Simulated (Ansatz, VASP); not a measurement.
**One calculation of MgI2, two programs**

```xyz
3
Lattice="4.0291 0.0000 0.0000 -2.0145 3.4893 0.0000 0.0000 0.0000 6.7591" Properties=species:S:1:pos:R:3 pbc="T T T"
Mg    0.0000    0.0000    0.0000
I     0.0000    2.3262    5.1209
I     2.0145    1.1631    1.6382
```

Change from the starting cell: strain -0.030 along x and y, -0.015 along z, atoms carried along.

Alike in both runs: task single point; functional PBE; k mesh 6 × 6 × 4; occupations gaussian, width 0.05 eV; no spin polarisation.

|  | VASP | Ansatz |
| --- | --- | --- |
| version | VASP 6.6.1 | Ansatz 0.2.0 |
| potentials or method | VASP PAW PBE potentials, release 64 (Mg, I) | scalar-relativistic, plane waves, PAW |
| plane-wave cutoff (eV) | 520 | 420 |
| valence electrons in the cell | 16 | 44 |

Ansatz gave:

* gap on the k mesh at the Fermi level (eV): 3.62
* least direct gap on the mesh (eV): 4.12
* pressure (GPa): 4.2
* largest component of the traceless stress (GPa): 0.26
* rms of the force components (eV/Å): 0.191

Task: Which values does VASP return?

Result: gap on the k mesh at the Fermi level (eV): 3.60; least direct gap on the mesh (eV): 4.10; pressure (GPa): 4.2; largest component of the traceless stress (GPa): 0.26; rms of the force components (eV/Å): 0.187.

Atom by atom the forces differ by 0.004 eV/Å (rms over components). The functional is the same, so the differences come from potentials, cutoffs and numerics. The two sets of potentials don't hold the same shells in valence.

Caveats: spin-orbit coupling is left out, which moves the levels of the heavy elements; this functional lacks dispersion, which binds the layers, so the pressure and a relaxed spacing across them are unreliable. A k mesh can miss the band edges.
